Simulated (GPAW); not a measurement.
Runs of GPAW 26.7.0 on C. The structure is cubic, space group Fd-3m (No. 227). Conventional cell: a = 3.567 Å, b = 3.567 Å, c = 3.567 Å, α = 90.00°, β = 90.00°, γ = 90.00°. C (site symmetry -43m) is surrounded by 4 C at 1.54 Å. This isn't the form of C at room conditions, which is graphite.

```csv
task,level,potentials or basis,cell,k mesh,cutoff (eV),convergence,supercell,supercell k mesh,displacement,relaxed first,gap on the mesh (eV),pressure (GPa)
gruneisen,r2SCAN+D4,"GPAW PAW data sets (gpaw-data 1.2.1), pw",relaxed,13 × 13 × 13,680,density=1e-06 eigenstates=1e-09,1 × 1 × 1,13 × 13 × 13,0.01,cell,(b),0.0
band structure,LDA,"the program's PAW data sets (release 1.2.1) made for this functional, pw",as given,13 × 13 × 13,800,-,-,-,-,-,4.11,-13.5
relaxation of cell and atoms,LDA,"the program's PAW data sets (release 1.2.1) made for this functional, pw",relaxed,13 × 13 × 13,800,density=1e-05 forces=0.0001,-,-,-,-,4.18,-0.1
band structure,TPSS,"GPAW PAW data sets (gpaw-data 1.2.1), pw",as given,10 × 10 × 10,800,-,-,-,-,-,4.20,(a)
```

Alike in all rows: no spin polarisation; smearing fermi-dirac 0.05 eV.

Problem. Fill in the values left out.

Solution. (a) 0.8; (b) 4.38.

Caveats: the PAW data sets were made with another functional, which shifts forces and pressure a little (some runs); an odd mesh through Γ misses points on the zone boundary, where band edges often lie (some runs); the cutoff is short for stress and forces, so pressures can be off by a GPa or more (some runs); the density grid can change from cell to cell, which puts small steps into energies and stress (some runs); later steps reuse the first step's grids (some runs).

Not every run made on this cell is shown here.
